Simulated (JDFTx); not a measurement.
**GaN under changes of volume**

One of the cells (9.735 Å³/atom); the others are scaled copies at fixed shape and fractional positions:

```
Ga N
1.0
     0.00000    2.13524    2.13524
     2.13524    0.00000    2.13524
     2.13524    2.13524    0.00000
Ga N
1 1
Direct
  0.00000 0.00000 0.00000
  0.50000 0.50000 0.50000
```

Measurements of this composition are mostly on another form, of space group No. 186.

```yaml
Program: JDFTx 1.7.0 (patched build)
Functional: PBEsol
Potentials_or_basis: PseudoDojo-SR-PBEsol-0.4.1-standard with smoothed tails
Cutoff: 1143 eV
Density_cutoff: 9143 eV
k_mesh: 11 × 11 × 11
Occupations: fermi-dirac, width 0.05 eV
Spin: no spin polarisation
```

```tsv
volume (Å³/atom)	energy over the lowest point (meV/atom)	pressure (GPa)	gap on the mesh (eV)
9.151	5.04	6.8	0.87
9.346	0.00	1.5	0.74
9.540	1.01	-3.1	0.61
9.735	7.41	-7.3	0.49
9.930	?	?	?
10.124	34.12	-14.3	0.25
10.319	53.36	-17.1	0.15
```

What does the run at 9.930 Å³/atom give?

Energy over the lowest point 18.63 meV/atom; pressure -11.0 GPa; gap on the mesh 0.37 eV.

Worked out: A Birch-Murnaghan fit of order 3 (a polynomial in V^(-2/3)) to the other rows has its minimum at 9.41 Å³/atom with B0 = V·E''(V) = 233 GPa and B' = 4.8. It gives 18.68 meV/atom at 9.930 Å³/atom, against the run's 18.63, and -dE/dV = -11.1 GPa, against -11.0. A straight line through the other rows of the gap, of slope -6.03 eV per unit of ln V, gives 0.37 eV, against the run's 0.37.

Energies are extrapolated to zero smearing.

Caveats: an odd mesh through Γ misses points on the zone boundary, where band edges often lie. Spin-orbit coupling on Ga is left out.
